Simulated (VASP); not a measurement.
# P: single point with revPBE

Crystal: P.

```xyz
2
Lattice="0.0000 2.8335 2.8335 2.8335 0.0000 2.8335 2.8335 2.8335 0.0000" Properties=species:S:1:pos:R:3 pbc="T T T"
P     0.7084    0.7084    0.7084
P     4.9586    4.9586    4.9586
```

This isn't the form of P at room conditions, which is orthorhombic.

| Quantity | Value |
| --- | --- |
| Program | VASP 6.6.1 |
| Task | single point |
| Functional | revPBE |
| Potentials or basis | VASP PAW PBE potentials, release 64 (P) |
| Cutoff | 520 eV |
| k mesh | 11 × 11 × 11 |
| Occupations | fermi-dirac, width 0.1 eV |
| Spin | no spin polarisation |
| Dipole correction | no |
| Further INCAR settings | ALGO = Normal; EDIFF = 1e-06; NBANDS = 12 |

| Quantity | Value |
| --- | --- |
| Pressure | -3.0 GPa |
| Band gap on the k mesh | none (metal or under the smearing width) |

Levels at points of the mesh, in eV from the Fermi level:
| k point | band 1 | band 2 | band 3 | band 4 | band 5 | band 6 | band 7 | band 8 | band 9 | band 10 |
| --- | --- | --- | --- | --- | --- | --- | --- | --- | --- | --- |
| (0.00, 0.00, 0.00) | -14.13 | -4.10 | -2.72 | -2.72 | -2.72 | 0.26 | 0.26 | 0.26 | 6.03 | 6.98 |

Run time: 14 s on 1 thread of Intel(R) Xeon(R) 6975P-C (Granite Rapids) (shared host), peak memory 0.16 GiB.

Caveat: the PAW data sets were made with another functional, which shifts forces and pressure a little.
